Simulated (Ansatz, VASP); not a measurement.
**BN in VASP and in Ansatz**

File POSCAR:

```
BN
1.0
    2.3496244336      0.0000000000      0.0000000000
   -1.1748122168      2.0348344488      0.0000000000
    0.0000000000      0.0000000000      4.0577808000
B N
2 2
Direct
    0.6666666667      0.3333333333      0.9997240000
    0.3333333333      0.6666666667      0.4997240000
    0.6666666667      0.3333333333      0.6252760000
    0.3333333333      0.6666666667      0.1252760000
```

The input INCAR.step1:

```
PREC = Accurate
ENCUT = 520
ISMEAR = 0
SIGMA = 0.05
LREAL = False
LASPH = True
NELM = 80
NBANDS = 16
GGA = PE
ALGO = Normal
EDIFF = 1E-4
LWAVE = True
LCHARG = False
```

Contents of INCAR.step2:

```
PREC = Accurate
ENCUT = 520
EDIFF = 1E-6
ISMEAR = 0
SIGMA = 0.05
LREAL = False
LASPH = True
NELM = 80
ALGO = Normal
ISIF = 2
LWAVE = False
LCHARG = True
METAGGA = R2SCAN
LMIXTAU = True
LELF = True
LVHAR = True
NBANDS = 16
ISTART = 1
```

Contents of KPOINTS:

```
Automatic mesh
0
Gamma
  12 12 6
```

Input for Ansatz:

```yaml
crystal:
  lattice:
    - [2.3496244336, 0.0, 0.0]
    - [-1.1748122168, 2.0348344488, 0.0]
    - [0.0, 0.0, 4.0577808]
  atoms:
    - { symbol: B, position: [0.6666666667, 0.3333333333, 0.999724] }
    - { symbol: B, position: [0.3333333333, 0.6666666667, 0.499724] }
    - { symbol: "N", position: [0.6666666667, 0.3333333333, 0.625276] }
    - { symbol: "N", position: [0.3333333333, 0.6666666667, 0.125276] }
basis:
  ecutwfc: 500
kpoints:
  mp_grid: { grid: [12, 12, 6] }
hamiltonian:
  xc: r2scan
scf:
  occupations: { method: gaussian, width: 0.05 }
output:
  forces: true
  stress: true
  eigenvalues: true
```

Change from the starting cell: strain -0.080 along x and y, -0.040 along z, atoms carried along.

Alike in both runs: task single point; functional r2SCAN; k mesh 12 × 12 × 6; occupations gaussian, width 0.05 eV; no spin polarisation.

|  | VASP | Ansatz |
| --- | --- | --- |
| version | VASP 6.6.1 | Ansatz 0.2.0 |
| potentials or method | VASP PAW PBE potentials, release 64 (B, N) | scalar-relativistic, plane waves, PAW |
| plane-wave cutoff (eV) | 520 | 500 |
| valence electrons in the cell | 16 | 16 |

```tsv
	VASP	Ansatz	Ansatz less VASP
gap on the k mesh at the Fermi level (eV)	5.11	5.16	+0.053
least direct gap on the mesh (eV)	8.78	8.83	+0.041
pressure (GPa)	111.8	109.8	-1.93
largest component of the traceless stress (GPa)	44.64	44.47	-0.167
rms of the force components (eV/Å)	0.345	0.337	-0.0085
```

Atom by atom the forces differ by 0.009 eV/Å (rms over components).

Caveats: the cell as given lies far from equilibrium; so large a pressure means that the cell lies far from this level's equilibrium, or that cutoff or potentials fall short (VASP); the potentials were made for another functional, which shifts forces and pressure (VASP). A k mesh can miss the band edges.
